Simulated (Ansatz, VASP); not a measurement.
CdSe in VASP and in Ansatz

INCAR

```
PREC = Accurate
ENCUT = 520
EDIFF = 1E-6
ISMEAR = 0
SIGMA = 0.01
LREAL = False
LASPH = True
NELM = 100
ALGO = Normal
ISIF = 2
LWAVE = False
LCHARG = False
GGA = PE
NBANDS = 26
```

KPOINTS

```
regular mesh
0
Gamma
  6 6 4
```

Contents of POSCAR:

```
CdSe
1.0
    4.3407236659      0.0000000000      0.0000000000
   -2.1703618329      3.7591769655      0.0000000000
    0.0000000000      0.0000000000      7.0766459782
Cd Se
2 2
Direct
    0.3333333333      0.6666666667     -0.0004760038
    0.6666666667      0.3333333333      0.4995239962
    0.3333333333      0.6666666667      0.3754760038
    0.6666666667      0.3333333333      0.8754760038
```

Input for Ansatz:

```yaml
crystal:
  lattice:
    - [4.3407236659, 0.0, 0.0]
    - [-2.1703618329, 3.7591769655, 0.0]
    - [0.0, 0.0, 7.0766459782]
  atoms:
    - { symbol: Cd, position: [0.3333333333, 0.6666666667, -0.0004760038] }
    - { symbol: Cd, position: [0.6666666667, 0.3333333333, 0.4995239962] }
    - { symbol: Se, position: [0.3333333333, 0.6666666667, 0.3754760038] }
    - { symbol: Se, position: [0.6666666667, 0.3333333333, 0.8754760038] }
kpoints:
  mp_grid: { grid: [6, 6, 4] }
hamiltonian:
  xc: pbe
scf:
  occupations: { method: fixed }
output:
  optics:
    e_range: [0, 12]
    de: 0.05
    sigma: 0.1
    bands: { spectra_wanted_up_to: 12 }
  write_density: true
  write_potential: true
  elf: true
  volumetric_format: npy
```

Alike in both runs: task single point; functional PBE; k mesh 6 × 6 × 4; no spin polarisation.

|  | VASP | Ansatz |
| --- | --- | --- |
| version | VASP 6.6.1 | Ansatz 0.2.0 |
| potentials or method | VASP PAW PBE potentials, release 64 (Cd, Se) | plane waves, PAW |
| plane-wave cutoff (eV) | 520 | 420 |
| occupations | gaussian, width 0.01 eV | fixed |
| valence electrons in the cell | 36 | 72 |

|  | VASP | Ansatz | Ansatz less VASP |
| --- | --- | --- | --- |
| gap on the k mesh at the Fermi level (eV) | 0.61 | 0.61 | +0.001 |

The two sets of potentials don't hold the same shells in valence.

Expect the measured gap to be larger: semilocal functionals such as PBE lack the derivative discontinuity.
